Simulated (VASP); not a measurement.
The system is CdTe.

```xyz
2
Lattice="0.0000 3.2050 3.2050 3.2050 0.0000 3.2050 3.2050 3.2050 0.0000" Properties=species:S:1:pos:R:3 pbc="T T T"
Cd    0.0000    0.0000    0.0000
Te    1.6025    1.6025    1.6025
```

| Item | Value |
| --- | --- |
| Program | VASP 6.6.1 |
| Task | relaxation of cell and atoms |
| Functional | RPBE |
| Potentials or basis | VASP PAW PBE potentials, release 64 (Cd, Te) |
| Cutoff | 600 eV |
| k mesh | 8 × 8 × 8 |
| Occupations | gaussian, width 0.03 eV |
| Spin | no spin polarisation |

At the start: pressure 6.1 GPa; volume 32.92 Å³/atom.

**Question.** Where does the relaxation end?

**Answer.** Over 3 steps the energy falls by 83.9 meV/atom and the volume is 37.95 Å³/atom (+15.3 %); space group F-43m (No. 216, to 0.05 Å).

The path:
```csv
step,energy change (eV),largest force (eV/Å),pressure (GPa),volume (Å³)
1,0.0000,0.0000,6.09,65.84
2,-0.1606,0.0000,-0.90,78.51
3,-0.1679,0.0000,0.04,75.90
```

Final structure:
```
CELL_PARAMETERS angstrom
0.00000 3.36052 3.36052
3.36052 0.00000 3.36052
3.36052 3.36052 0.00000
ATOMIC_POSITIONS crystal
Cd 0.00000 0.00000 0.00000
Te 0.25000 0.25000 0.25000
```

Caveat: the volume moved by over 15 % at a fixed basis, so the end points are rough; the PAW data sets were made with another functional, which shifts forces and pressure a little; the volume moved by +15 % from the deposited cell, more than functionals usually miss.
